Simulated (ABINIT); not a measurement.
Crystal: Yb.

```
Yb
1.0
     0.00000    2.74310    2.74310
     2.74310    0.00000    2.74310
     2.74310    2.74310    0.00000
Yb
1
Direct
  0.00000 0.00000 0.00000
```

| Property | Result |
| --- | --- |
| Program | ABINIT 10.8.3 (patched build) |
| Task | single point |
| Functional | PBE |
| Potentials or basis | JTH PAW PBE v2.0 |
| Cutoff | 544 eV |
| k mesh | 8 × 8 × 8 |
| Occupations | fermi-dirac, width 0.05 eV |
| Spin | collinear spin, ferromagnetic start |
| Starting moments | [1.0] μB |

On this cell: pressure -2.8 GPa; net moment 0.00 μB per cell; band gap on the k mesh none (metal or under the smearing width).

The same run follows on a disturbed copy (cell strained at random at fixed volume):

```
CELL_PARAMETERS angstrom
0.02787 2.74064 2.75688
2.75043 0.00117 2.78359
2.73047 2.74738 0.02112
ATOMIC_POSITIONS crystal
Yb 0.00540 0.01284 0.98478
```

**Question.** What does the disturbed cell give?

**Answer.** The energy (extrapolated to zero smearing) moves by +0.7 meV/atom; pressure -2.8 GPa; net moment 0.00 μB per cell; band gap on the k mesh none (metal or under the smearing width).

Stress tensor (GPa, compression positive):
```
-2.73 -0.04 -0.27
-0.04 -2.81  0.04
-0.27  0.04 -2.87
```

Caveats: spin-orbit coupling is left out, which moves the levels of the heavy elements.
